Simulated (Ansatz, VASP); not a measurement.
## Pd in VASP and in Ansatz

File INCAR:

```
PREC = Accurate ; ENCUT = 520
EDIFF = 1E-7 ; ISMEAR = -1
SIGMA = 0.1 ; LREAL = False
LASPH = True ; NELM = 100
ALGO = Normal ; ISIF = 2
LWAVE = False ; LCHARG = True
GGA = PE ; LELF = True
LVHAR = True ; NBANDS = 17
```

Contents of KPOINTS:

```
Automatic mesh
0
Gamma
  11 11 11
```

Contents of POSCAR:

```
Pd
1.0
    0.0000000000      2.8257960434      2.8257960434
    2.8257960434      0.0000000000      2.8257960434
    2.8257960434      2.8257960434      0.0000000000
Pd
2
Direct
    0.1250000000      0.1250000000      0.1250000000
    0.8750000000      0.8750000000      0.8750000000
```

Input for Ansatz:

```yaml
crystal:
  lattice:
    - [0.0, 2.8257960434, 2.8257960434]
    - [2.8257960434, 0.0, 2.8257960434]
    - [2.8257960434, 2.8257960434, 0.0]
  atoms:
    - { symbol: Pd, position: [0.125, 0.125, 0.125] }
    - { symbol: Pd, position: [0.875, 0.875, 0.875] }
hamiltonian:
  xc: pbe
  pseudopotentials:
    kind: paw
    azcp:
      Pd: "pseudopotentials/Pd.paw.azcp"
basis:
  ecutwfc: 420
  fft_grid_basis: typed
kpoints:
  mp_grid: { grid: [11, 11, 11], shift: [0, 0, 0] }
magnetization:
  spin_polarized: false
scf:
  occupations: { method: fermi_dirac, width: 0.1 }
  lower_state_search: "off"
output:
  stress: true
```

Alike in both runs: task single point; functional PBE; k mesh 11 × 11 × 11; occupations fermi-dirac, width 0.1 eV; no spin polarisation.

```csv
,VASP,Ansatz
version,VASP 6.6.1,Ansatz 0.2.0
potentials or method,"VASP PAW PBE potentials, release 64 (Pd)","plane waves (420 eV) with PAW, scalar-relativistic"
plane-wave cutoff (eV),520,420
valence electrons in the cell,20,36
```

Ansatz gave:

| Quantity | Value |
| --- | --- |
| pressure (GPa) | 6.9 |

Task: Which values does VASP return?

Result: Pressure (GPa): 6.4.

With one functional, cell and mesh, what is left measures potentials, basis and numerics. The two sets of potentials don't hold the same shells in valence.
